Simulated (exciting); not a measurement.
A run of exciting (release sodium):

run_exciting.py

```python
import subprocess
import xml.etree.ElementTree as ET
from ase.io import read
from ase.units import Bohr

atoms = read("HgSe.cif")
import spglib
from ase import Atoms
cell, positions, numbers = spglib.find_primitive((atoms.cell[:], atoms.get_scaled_positions(), atoms.numbers), symprec=1e-5)
atoms = Atoms(numbers, cell=cell, scaled_positions=positions, pbc=True)
rmt = {'Hg': 2.3, 'Se': 2.0}  # bohr
tasks = """
<groundstate do="fromscratch" ngridk="8 8 8" rgkmax="8" gmaxvr="14" lmaxapw="10" lmaxmat="10" lmaxvr="8" stype="Fermi Dirac" swidth="0.00099958" nempty="10" ValenceRelativity="iora*" epsengy="1e-05" epspot="1e-05" maxscl="60" outputlevel="high" vkloff="0.5 0.5 0.5">
  <libxc exchange="XC_GGA_X_MPW91" correlation="XC_GGA_C_PW91"/>
</groundstate>
<properties>
  <dos nwdos="400" winddos="-0.8 0.6" inttype="tetra" ngrdos="100" nsmdos="2" lmirep="true"/>
</properties>
"""

root = ET.Element("input")
ET.SubElement(root, "title").text = "HgSe"
structure = ET.SubElement(root, "structure", speciespath="./", tshift="false")
crystal = ET.SubElement(structure, "crystal", scale="1.0")
for vector in atoms.cell / Bohr:
    ET.SubElement(crystal, "basevect").text = " ".join(f"{x:.12f}" for x in vector)
symbols = atoms.get_chemical_symbols()
for element in dict.fromkeys(symbols):
    species = ET.SubElement(structure, "species", speciesfile=element + ".xml", rmt=str(rmt[element]))
    for symbol, position in zip(symbols, atoms.get_scaled_positions(wrap=False)):
        if symbol == element:
            ET.SubElement(species, "atom", coord=" ".join(f"{x:.12f}" for x in position))
root.extend(ET.fromstring("<tasks>" + tasks + "</tasks>"))
ET.indent(root)
ET.ElementTree(root).write("input.xml")
subprocess.run(["exciting_smp"], check=True)
```

Contents of HgSe.cif:

```cif
data_HgSe
_cell_length_a 6.36785710
_cell_length_b 6.36785710
_cell_length_c 6.36785710
_cell_angle_alpha 90.00000000
_cell_angle_beta 90.00000000
_cell_angle_gamma 90.00000000
_space_group_name_H-M_alt 'F-43m'
_space_group_name_Hall 'F -4 2 3'
_space_group_IT_number 216
loop_
_space_group_symop_operation_xyz
'x,y,z'
'y,-x,-z'
'-x,-y,z'
'-y,x,-z'
'x,-y,-z'
'y,x,z'
'-x,y,-z'
'-y,-x,z'
'z,x,y'
'-z,y,-x'
'z,-x,-y'
'-z,-y,x'
'-z,x,-y'
'z,y,x'
'-z,-x,y'
'z,-y,-x'
'y,z,x'
'-x,-z,y'
'-y,z,-x'
'x,-z,-y'
'-y,-z,x'
'x,z,y'
'y,-z,-x'
'-x,z,-y'
'x,y+1/2,z+1/2'
'y,-x+1/2,-z+1/2'
'-x,-y+1/2,z+1/2'
'-y,x+1/2,-z+1/2'
'x,-y+1/2,-z+1/2'
'y,x+1/2,z+1/2'
'-x,y+1/2,-z+1/2'
'-y,-x+1/2,z+1/2'
'z,x+1/2,y+1/2'
'-z,y+1/2,-x+1/2'
'z,-x+1/2,-y+1/2'
'-z,-y+1/2,x+1/2'
'-z,x+1/2,-y+1/2'
'z,y+1/2,x+1/2'
'-z,-x+1/2,y+1/2'
'z,-y+1/2,-x+1/2'
'y,z+1/2,x+1/2'
'-x,-z+1/2,y+1/2'
'-y,z+1/2,-x+1/2'
'x,-z+1/2,-y+1/2'
'-y,-z+1/2,x+1/2'
'x,z+1/2,y+1/2'
'y,-z+1/2,-x+1/2'
'-x,z+1/2,-y+1/2'
'x+1/2,y,z+1/2'
'y+1/2,-x,-z+1/2'
'-x+1/2,-y,z+1/2'
'-y+1/2,x,-z+1/2'
'x+1/2,-y,-z+1/2'
'y+1/2,x,z+1/2'
'-x+1/2,y,-z+1/2'
'-y+1/2,-x,z+1/2'
'z+1/2,x,y+1/2'
'-z+1/2,y,-x+1/2'
'z+1/2,-x,-y+1/2'
'-z+1/2,-y,x+1/2'
'-z+1/2,x,-y+1/2'
'z+1/2,y,x+1/2'
'-z+1/2,-x,y+1/2'
'z+1/2,-y,-x+1/2'
'y+1/2,z,x+1/2'
'-x+1/2,-z,y+1/2'
'-y+1/2,z,-x+1/2'
'x+1/2,-z,-y+1/2'
'-y+1/2,-z,x+1/2'
'x+1/2,z,y+1/2'
'y+1/2,-z,-x+1/2'
'-x+1/2,z,-y+1/2'
'x+1/2,y+1/2,z'
'y+1/2,-x+1/2,-z'
'-x+1/2,-y+1/2,z'
'-y+1/2,x+1/2,-z'
'x+1/2,-y+1/2,-z'
'y+1/2,x+1/2,z'
'-x+1/2,y+1/2,-z'
'-y+1/2,-x+1/2,z'
'z+1/2,x+1/2,y'
'-z+1/2,y+1/2,-x'
'z+1/2,-x+1/2,-y'
'-z+1/2,-y+1/2,x'
'-z+1/2,x+1/2,-y'
'z+1/2,y+1/2,x'
'-z+1/2,-x+1/2,y'
'z+1/2,-y+1/2,-x'
'y+1/2,z+1/2,x'
'-x+1/2,-z+1/2,y'
'-y+1/2,z+1/2,-x'
'x+1/2,-z+1/2,-y'
'-y+1/2,-z+1/2,x'
'x+1/2,z+1/2,y'
'y+1/2,-z+1/2,-x'
'-x+1/2,z+1/2,-y'
loop_
_atom_site_label
_atom_site_type_symbol
_atom_site_symmetry_multiplicity
_atom_site_Wyckoff_symbol
_atom_site_fract_x
_atom_site_fract_y
_atom_site_fract_z
_atom_site_occupancy
Hg1 Hg 4 a 0.0000000000 0.0000000000 0.0000000000 1
Se1 Se 4 c 0.2500000000 0.2500000000 0.2500000000 1
```

Potentials or basis: all-electron LAPW+lo, shipped species files, valence relativity iora*.

Launch:

```sh
$ OMP_NUM_THREADS=1 python run_exciting.py
```

Hardware: 1 thread of Arm Neoverse V2, with other jobs on the host.

Estimate the wall time of this run.

It took 8.5 min on 1 thread of Arm Neoverse V2, with other jobs on the host, peak memory 0.16 GiB. Counts: scf iterations 15, plane waves 495.
